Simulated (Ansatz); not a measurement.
# Ti3Al: the cost of one run

Method: DFT PBE, scalar-relativistic, plane waves, PAW, in Ansatz 0.2.0.

26 further runs of the same task are left out: 3 for a known fault of the program, 23 set aside as unsound or not needed.

**1. The system as given**

The structure is cubic, space group Fm-3m (No. 225). Conventional cell: a = 5.870 Å, b = 5.870 Å, c = 5.870 Å, α = 90.00°, β = 90.00°, γ = 90.00°. Around Ti (site symmetry -43m) lie 4 Ti at 2.54 Å and 4 Al at 2.54 Å. Ti (site symmetry m-3m) has 8 Ti at 2.54 Å as nearest neighbours. Al (site symmetry m-3m) has 8 Ti at 2.54 Å as nearest neighbours.

Structure file:

```cif
data_structure
_symmetry_space_group_name_H-M 'Fm-3m'
_symmetry_Int_Tables_number 225
_cell_length_a 5.8699
_cell_length_b 5.8699
_cell_length_c 5.8699
_cell_angle_alpha 90.000
_cell_angle_beta 90.000
_cell_angle_gamma 90.000
_cell_volume 202.26
loop_
_atom_site_label
_atom_site_type_symbol
_atom_site_symmetry_multiplicity
_atom_site_Wyckoff_symbol
_atom_site_fract_x
_atom_site_fract_y
_atom_site_fract_z
_atom_site_occupancy
Ti1 Ti 8 c 0.25000 0.25000 0.75000 1
Ti2 Ti 4 a 0.00000 0.00000 0.00000 1
Al1 Al 4 b 0.50000 0.00000 0.00000 1
```

**2. Volume 12.641 Å³ an atom, total moment held at 0.750 muB a cell**

input.yaml reads:

```yaml
crystal:
  lattice:
    - [0.0, 2.9349709634, 2.9349709634]
    - [2.9349709634, 0.0, 2.9349709634]
    - [2.9349709634, 2.9349709634, 0.0]
  atoms:
    - { symbol: Ti, position: [0.75, 0.75, 0.75], spin: 0.25 }
    - { symbol: Ti, position: [0.25, 0.25, 0.25], spin: 0.25 }
    - { symbol: Ti, position: [0.0, 0.0, 0.0], spin: 0.25 }
    - { symbol: Al, position: [0.5, 0.5, 0.5] }
basis:
  ecutwfc: 520.0
kpoints:
  mp_grid: { grid: [12, 12, 12] }
hamiltonian:
  xc: pbe
  pseudopotentials: { kind: paw, azcp: { folder: soft_1 } }
scf:
  occupations: { method: gaussian, width: 0.15 }
  lower_state_search: "off"
output:
  forces: true
  stress: true
  eigenvalues: true
  populations: true
magnetization:
  spin_polarized: true
  initial_magnetization: 0.75
  spin_locking: { lock_magnetization: hard }
```

Launch:

```sh
$ ansatz run input.yaml --threads 4 --pin off --max-ram 8192MiB --backend cpu --events-out ev --progress --plain --runs-dir out
```

Q: Estimate wall time and peak memory on 4 threads of Arm Neoverse V1, shared host.

About 7 s, with a peak of 0.48 GiB.
